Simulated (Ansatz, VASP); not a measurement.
**Rh: VASP beside Ansatz**

INCAR

```
PREC = Accurate ; ENCUT = 520
EDIFF = 1E-8 ; ISMEAR = -1
SIGMA = 0.05 ; LREAL = False
LASPH = True ; NELM = 60
ALGO = Normal ; ISIF = 2
LWAVE = False ; LCHARG = False
GGA = PE ; LEFG = True
NBANDS = 14
```

The input KPOINTS:

```
Automatic mesh
0
Gamma
  16 16 16
```

The input POSCAR:

```
Rh
1.0
    0.0000000000      1.8894027281      1.8894027281
    1.8894027281      0.0000000000      1.8894027281
    1.8894027281      1.8894027281      0.0000000000
Rh
1
Direct
    0.0000000000      0.0000000000      0.0000000000
```

Input for Ansatz:

```yaml
crystal:
  lattice:
    - [0.0, 1.8894027281, 1.8894027281]
    - [1.8894027281, 0.0, 1.8894027281]
    - [1.8894027281, 1.8894027281, 0.0]
  atoms:
    - { symbol: Rh, position: [0.0, 0.0, 0.0] }
kpoints:
  mp_grid: { grid: [16, 16, 16] }
scf:
  occupations: { method: fermi_dirac, width: 0.05 }
hamiltonian:
  xc: pbe
  pseudopotentials: { kind: paw }
output:
  forces: true
  stress: true
  eigenvalues: true
  efg: { contact_densities: true }
```

Change from the starting cell: volume scaled by 0.96, PAW files.

Alike in both runs: task electric field gradients; functional PBE; k mesh 16 × 16 × 16; occupations fermi-dirac, width 0.05 eV; no spin polarisation.

|  | VASP | Ansatz |
| --- | --- | --- |
| version | VASP 6.6.1 | Ansatz 0.2.0 |
| potentials or method | VASP PAW PBE potentials, release 64 (Rh_pv) | PAW with Ansatz's default frozen-core files, scalar-relativistic |
| plane-wave cutoff (eV) | 520 | 420 |
| valence electrons in the cell | 15 | 17 |

```tsv
	VASP	Ansatz	Ansatz less VASP
pressure (GPa)	11.7	11.6	-0.05
Vzz of the field gradient on the site that differs most (V/Å²)	0.0	0.0	0.00
```

The two sets of potentials don't hold the same shells in valence. Ansatz warned: «gradients_without_spin_orbit».
